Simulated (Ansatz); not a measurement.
Bulk crystal (Mg2Ge) after relaxation:

```yaml
crystal:
  lattice:
    - [0.00000, 3.18218, 3.18218]
    - [3.18218, 0.00000, 3.18218]
    - [3.18218, 3.18218, 0.00000]
  atoms:
    - { symbol: Mg, position: [0.25000, 0.25000, 0.25000] }
    - { symbol: Mg, position: [0.75000, 0.75000, 0.75000] }
    - { symbol: Ge, position: [0.00000, 0.00000, 0.00000] }
```

Miller indices refer to the conventional cell of Fm-3m (No. 225), a = 6.364 Å, b = 6.364 Å, c = 6.364 Å, α = 90.00°, β = 90.00°, γ = 90.00°. The bulk's gap is 0.08 eV.

The (100) slab of 7 planes, 9.5 Å thick with 15 Å of vacuum as cut; outer planes Ge (top) and Ge (bottom).

All numbers below come from DFT PBEsol, scalar-relativistic, plane waves, PAW (Ansatz 0.2.0). Settings: cutoff 420 eV, Γ-centred mesh 8×8×1 on the computed 10-atom cell, Gaussian smearing of 0.05 eV; no spin polarisation. A dipole correction removes the field between periodic images along c.

The slab isn't stoichiometric (Mg3Ge2), so its surface energy depends on the chemical potentials; it is given with the excess atoms taken from the element's standard state, a limit at which the compound may itself be unstable, so the figure can be too low.

With the atoms at the bulk's places:

```yaml
Surface_energy_with_the_excess_atoms_taken_from_the_elements: 1.64 J/m²
Gap_of_the_slab_on_the_mesh: none (metal or semimetal)
Work_function: 5.25 eV
```

Question: What changes when all atoms relax within this surface cell and its symmetry?

Answer: The energy falls by 0.013 J/m² a face, and the largest move is 0.11 Å.

For the relaxed slab, the surface energy with the excess atoms taken from the elements is 1.62 J/m², the gap of the slab on the mesh is none (metal or semimetal) and the work function is 5.24 eV.

```json
{"plane (bottom to top)": "1", "atoms": "Ge", "spacing to next, bulk (Å)": "1.591", "relaxed (Å)": "1.625", "change (%)": "+2.2"}
{"plane (bottom to top)": "2", "atoms": "Mg2", "spacing to next, bulk (Å)": "1.591", "relaxed (Å)": "1.666", "change (%)": "+4.7"}
{"plane (bottom to top)": "3", "atoms": "Ge", "spacing to next, bulk (Å)": "1.591", "relaxed (Å)": "1.594", "change (%)": "+0.2"}
{"plane (bottom to top)": "4", "atoms": "Mg2", "spacing to next, bulk (Å)": "1.591", "relaxed (Å)": "1.594", "change (%)": "+0.2"}
{"plane (bottom to top)": "5", "atoms": "Ge", "spacing to next, bulk (Å)": "1.591", "relaxed (Å)": "1.666", "change (%)": "+4.7"}
{"plane (bottom to top)": "6", "atoms": "Mg2", "spacing to next, bulk (Å)": "1.591", "relaxed (Å)": "1.625", "change (%)": "+2.2"}
{"plane (bottom to top)": "7", "atoms": "Ge", "spacing to next, bulk (Å)": "", "relaxed (Å)": "", "change (%)": ""}
```

Gaps are read on the k points sampled, so a band crossing between them can be missed.